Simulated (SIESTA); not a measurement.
## Sn in SIESTA: the effect of basis

Crystal: Sn.

```
Sn
1.0
    -2.02919    2.02919    1.66076
     2.02919   -2.02919    1.66076
     2.02919    2.02919   -1.66076
Sn
1
Direct
  0.00000 0.00000 0.00000
```

This isn't the form of Sn at room conditions, which is tetragonal (white tin).

Alike in all runs:

| Item | Value |
| --- | --- |
| Program | SIESTA 5.4.2 |
| Task | band structure |
| Functional | PBEsol |
| Potentials or basis | PseudoDojo 0.4 standard (PBEsol files) |
| Grid cutoff | 500 Ry |
| Energy shift | 0.003 Ry |
| k mesh | 10 × 10 × 10 |
| Occupations | fermi-dirac, width 0.05 eV |
| Spin | no spin polarisation |

| basis | pressure (GPa) |
| --- | --- |
| SZ | ? |
| SZP | 0.0 |
| DZ | 0.2 |
| DZP | -1.0 |
| TZP | -1.4 |
| TZDP | -1.6 |

Question: What does the run with basis SZ give?

Answer: Pressure 4.3 GPa.

Caveats: the basis of atomic orbitals isn't converged, which shifts pressures, moduli and gaps; the basis has no polarisation orbitals (some runs).
